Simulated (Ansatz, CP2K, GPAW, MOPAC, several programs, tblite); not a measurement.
**ZrO2: cheap methods against density-functional theory**

Aim: run ZrO2 through methods of unlike cost and see what each gets, and at what price.

Method: no spin polarisation, static lattice; gaps from single points on the cell relaxed beforehand with r²SCAN, in MOPAC, tblite, CP2K, Ansatz, GPAW (versions at each run).

## (1) The structure to begin with

It takes space group P4_2/nmc (No. 137, tetragonal). The conventional cell has a = 3.601 Å, b = 3.601 Å, c = 5.227 Å, α = 90.00°, β = 90.00°, γ = 90.00°. Around Zr (site symmetry -4m2) lie 4 O at 2.07 Å. O (site symmetry 2mm) is surrounded by 2 Zr at 2.07 Å.

Structure file:

```
CELL_PARAMETERS angstrom
3.60103 0.00000 0.00000
0.00000 3.60103 0.00000
0.00000 0.00000 5.22718
ATOMIC_POSITIONS crystal
Zr 0.00000 0.00000 0.00000
Zr 0.50000 0.50000 0.50000
O 0.00000 0.50000 0.19697
O 0.00000 0.50000 0.69697
O 0.50000 0.00000 0.30303
O 0.50000 0.00000 0.80303
```

**Question.** The methods are PM6, PM7, GFN1-xTB (tblite), GFN2-xTB (tblite), PBE/DZVP, PBE/SZV, coarse PBE, GLLB-SC, PBE, r2SCAN. What gap does r2SCAN give on this cell, and which other methods (full PBE left aside) come nearest to r2SCAN and farthest in gap, volume and bulk modulus?

| quantity | value |
| --- | --- |
| r2SCAN | gap 4.60 eV, 11.30 Å³/atom, B₀ 248 GPa |
| gap: nearest and farthest of the other methods | PM6 (-0.17 eV), PM7 (+5.29 eV) |
| volume: nearest and farthest of the other methods | PM7, PBE/DZVP (about 1.5 % off); GFN2-xTB (tblite) (+6.1 %) |
| bulk modulus: nearest and farthest of the other methods | PBE/SZV (-5 %), GFN2-xTB (tblite) (-67 %) |

For the gap, of the 8 methods compared (full PBE left aside), PM6 comes nearest to r2SCAN and PM7 is farthest. For the volume (full PBE left aside), PM7, PBE/DZVP tie for nearest to r2SCAN; GFN2-xTB (tblite) is farthest. For the bulk modulus, of the 4 methods compared (full PBE left aside), PBE/SZV comes nearest to r2SCAN and GFN2-xTB (tblite) is farthest. A minimal basis or a coarse cutoff and mesh shifts results by its own error, so closeness to r2SCAN can be chance. Cluster runs see only the k-points that fold onto the zone centre, so their gaps can miss the band edges. GLLB-SC is compared with its derivative discontinuity added. No volume is given for PM6, GFN1-xTB (tblite), coarse PBE, which can hide a larger miss. CPU times run from 1.5 s (coarse PBE) to 78 s (PM6). On this cell PM6, PM7, PBE/DZVP, GLLB-SC cost more than r2SCAN itself (21 s), so they are no saving here. A cluster method computes far more atoms than the primitive cell, so on a small crystal it can cost more than plane waves. r2SCAN is a yardstick, not the truth: it usually gives gaps below the measured ones.
